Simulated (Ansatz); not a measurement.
# Nb (Fm-3m) in Ansatz: equation of state

Aim: energy against volume of Nb in PBEsol, for its equilibrium volume and stiffness.

Everything below comes from runs of Ansatz 0.2.0. Logs are shortened: lines on timing, memory, paths and dates and some standing lists are left out, and cuts for length are marked.

## (1) The crystal as given

The structure is cubic, space group Fm-3m (No. 225). The conventional cell has a = 4.230 Å, b = 4.230 Å, c = 4.230 Å, α = 90.00°, β = 90.00°, γ = 90.00°. Around Nb (site symmetry m-3m) lie 12 Nb at 2.99 Å.

This isn't the form of Nb at room conditions, which is bcc.

## (2) Equation of state, PBEsol

Potentials or basis: all-electron LAPW, scalar-relativistic.

This step only gathers the single runs of the series.

Results:

```yaml
Equilibrium_volume: 18.08 Å³/atom
Bulk_modulus: 178 GPa
Pressure_derivative_of_the_bulk_modulus: 4.0
```

Energy against volume, from the lowest point:
| volume (Å³/atom) | energy (meV/atom) |
| --- | --- |
| 17.786 | 2.46 |
| 18.165 | 0.00 |
| 18.543 | 6.11 |
| 18.922 | 19.96 |
| 19.300 | 40.78 |
| 19.679 | 67.88 |
| 20.057 | 100.62 |
